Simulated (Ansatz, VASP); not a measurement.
PtSe2 (Sudovikovite): VASP beside Ansatz

INCAR

```
SYSTEM = PtSe2
  PREC = Accurate
  ENCUT = 520
  EDIFF = 1E-7
  ISMEAR = -1
  SIGMA = 0.05
  LREAL = .False.
  LASPH = .True.
  NELM = 60
  ALGO = Normal
  ISIF = 2
  LWAVE = .False.
  LCHARG = .False.
  GGA = PS
  NBANDS = 18
```

File KPOINTS:

```
regular mesh
0
Gamma
  8 8 5
  0 0 0
```

Contents of POSCAR:

```
PtSe2
1.0
    3.7970381507      0.0000000000      0.0000000000
   -1.8985190754      3.2883314977      0.0000000000
    0.0000000000      0.0000000000      5.1612801071
Pt Se
1 2
Direct
    0.0000000000      0.0000000000      0.0000000000
    0.6666666667      0.3333333333      0.7500000000
    0.3333333333      0.6666666667      0.2500000000
```

Contents of input.yaml:

```yaml
crystal:
  lattice:
    - [3.7970381507, 0.0, 0.0]
    - [-1.8985190754, 3.2883314977, 0.0]
    - [0.0, 0.0, 5.1612801071]
  atoms:
    - { symbol: Pt, position: [0.0, 0.0, 0.0] }
    - { symbol: Se, position: [0.6666666667, 0.3333333333, 0.75] }
    - { symbol: Se, position: [0.3333333333, 0.6666666667, 0.25] }
hamiltonian:
  xc: pbesol
  pseudopotentials: { kind: paw }
kpoints:
  mp_grid: { grid: [8, 8, 5] }
scf:
  occupations: { method: fermi_dirac, width: 0.05 }
output:
  forces: true
  stress: true
  eigenvalues: true
  write_density: true
  write_potential: true
  elf: true
  volumetric_format: npy
```

Change from the starting cell: volume scaled by 1.06.

Alike in both runs: task single point; functional PBEsol; k mesh 8 × 8 × 5; occupations fermi-dirac, width 0.05 eV; no spin polarisation.

|  | VASP | Ansatz |
| --- | --- | --- |
| version | VASP 6.6.1 | Ansatz 0.2.0 |
| potentials or method | VASP PAW PBE potentials, release 64 (Pt, Se) | Ansatz PAW |
| plane-wave cutoff (eV) | 520 | 420 |
| valence electrons in the cell | 22 | 50 |

Ansatz gave:

- gap on the k mesh at the Fermi level (eV): none
- pressure (GPa): -4.8
- largest component of the traceless stress (GPa): 0.79
- rms of the force components (eV/Å): 0.157

Question: What did VASP give for the same quantities?

Answer: gap on the k mesh at the Fermi level (eV): none; pressure (GPa): -4.8; largest component of the traceless stress (GPa): 0.77; rms of the force components (eV/Å): 0.151.

Atom by atom the forces differ by 0.005 eV/Å (rms over components). A gap of «none» marks a metal or a gap that the smearing closes. The two sets of potentials don't hold the same shells in valence.

Caveats: the PAW data sets were made with another functional, which shifts forces and pressure a little (VASP); the PAW data sets come from PBE, with cores solved anew for the run's functional, which leaves a small shift of forces and pressure (Ansatz). The runs have no spin-orbit coupling, so splittings on Pt are missing.
